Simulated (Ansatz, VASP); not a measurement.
**One calculation of Sn, two programs**

Contents of INCAR:

```
SYSTEM = Sn
PREC = Accurate
ENCUT = 520
EDIFF = 1E-6
ISMEAR = -1
SIGMA = 0.1
LREAL = .FALSE.
LASPH = .TRUE.
NELM = 80
ALGO = Normal
ISIF = 2
LWAVE = .FALSE.
LCHARG = .TRUE.
GGA = B5
ALDAX = 1.0
AGGAX = 1.0
AGGAC = 1.0
ALDAC = 0.0
LELF = .TRUE.
LVHAR = .TRUE.
NBANDS = 13
```

Contents of KPOINTS:

```
regular mesh
0
G
  12 12 12
  0 0 0
```

Contents of POSCAR:

```
Sn
1.0
    0.0000000000      2.5545691038      2.5545691038
    2.5545691038      0.0000000000      2.5545691038
    2.5545691038      2.5545691038      0.0000000000
Sn
1
Direct
    0.0000000000      0.0000000000      0.0000000000
```

Input for Ansatz:

```yaml
crystal:
  lattice:
    - [0.0, 2.5545691038, 2.5545691038]
    - [2.5545691038, 0.0, 2.5545691038]
    - [2.5545691038, 2.5545691038, 0.0]
  atoms:
    - { symbol: Sn, position: [0.0, 0.0, 0.0] }
hamiltonian:
  xc: blyp
  pseudopotentials:
    kind: paw
    azcp:
      Sn: "pseudopotentials/Sn.paw.azcp"
basis:
  ecutwfc: 420
  fft_grid_basis: typed
kpoints:
  mp_grid: { grid: [12, 12, 12], shift: [0, 0, 0] }
magnetization:
  spin_polarized: false
scf:
  occupations: { method: fermi_dirac, width: 0.1 }
  lower_state_search: "off"
output:
  stress: true
```

Alike in both runs: task single point; functional BLYP; k mesh 12 × 12 × 12; occupations fermi-dirac, width 0.1 eV; no spin polarisation.

|  | VASP | Ansatz |
| --- | --- | --- |
| version | VASP 6.6.1 | Ansatz 0.2.0 |
| potentials or method | VASP PAW PBE potentials, release 64 (Sn_d) | plane waves (420 eV) with PAW, scalar-relativistic |
| plane-wave cutoff (eV) | 520 | 420 |
| valence electrons in the cell | 14 | 14 |

```tsv
	VASP	Ansatz	Ansatz less VASP
pressure (GPa)	-2.1	-2.0	+0.05
```

Caveats: the PAW data sets were made with another functional, which shifts forces and pressure a little (VASP).
